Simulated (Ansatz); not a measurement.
**A vibration from a frozen displacement in SiNi$_{3}$**

Computed with DFT PBEsol, scalar-relativistic, plane waves, PAW (Ansatz). The runs took a 420 eV cutoff, a Γ-centred 14×14×14 mesh and Gaussian smearing (0.15 eV). No spin polarisation. A magnetic state may lie lower. Energies are free energies at this smearing, counted from the undisturbed cell; pressure is positive in compression.

The undisturbed cell (relaxed at this level; it needn't be the usual structure):

```xyz
4
Lattice="3.4612 0.0000 0.0000 0.0000 3.4612 0.0000 0.0000 0.0000 3.4612" Properties=species:S:1:pos:R:3 pbc="T T T"
Si    0.0000    0.0000    0.0000
Ni    0.0000    1.7306    1.7306
Ni    1.7306    0.0000    1.7306
Ni    1.7306    1.7306    0.0000
```

Atom 1 (Si) is moved by x along the Cartesian unit vector (0.000, 0.000, 1.000); the cell and all other atoms stay fixed. The cell's volume is 41.47 Å³; the moved atoms weigh 28.085 u together and the others 176.080 u.

```
  x (Å)  ΔE (meV/cell) total force on the moved atoms along the move (eV/Å) pressure (GPa)
-0.1000          30.36                                                0.6138          0.5492
-0.0600          10.86                                                0.3633          0.1820
 0.0000           0.00                                                0.0000         -0.0244
 0.0400           4.81                                               -0.2411          0.0673
 0.0800          19.36                                               -0.4873          0.3426
```

Q: What frequency belongs to this motion?

A: The force constant is k = −dF/dx = 6.038 eV/Å², from the parabola through x = -0.0600, 0 and 0.0400. In every cell the moved atoms swing against the rest, so the mass is μ = m₁m₂/(m₁ + m₂) = 24.222 u, and ν̃ = 521.5 cm⁻¹ × √(|k|/μ) = 260 cm⁻¹. The pattern needn't be a normal mode: ν̃² is then a weighted mean of the squared nonzero frequencies at the zone centre of this cell, so it lies between the lowest and the highest of them.

Q: How far does the harmonic law reach?

A: At x = -0.100 Å, kx²/2 = 30.19 meV against the computed 30.36 meV (+0.6 %): the well is still close to harmonic there.

In a metal these slopes depend on the k mesh and the smearing.

Cost: 5 runs of about 2.3 core-minutes in all, on Intel Xeon Platinum 8259CL (Skylake/Cascade Lake) (shared hosts).

Silicon sits in a stable, nearly harmonic well with respect to this displacement. Its site is an inversion centre, so the energy has no cubic term, and the ratio of restoring force to displacement grows slightly with amplitude in either direction, a sign of weak quartic hardening. The stiffness probably comes from short-range repulsion as silicon approaches the nickel atoms on one side, together with the disturbance of Si p–Ni d bonding.

The pressure rises at every displacement, whichever its sign. The vibrating cell therefore tends to expand, and the force constant should increase on compression, as in a mode with a positive Grüneisen parameter.

Symmetry also narrows the meaning of 260 cm⁻¹: the rigid motion of silicon against nickel mixes only the polar optical modes, so the value lies between their frequencies. The silent optical mode, in which only nickel moves, does not contribute, and its stability remains untested here.
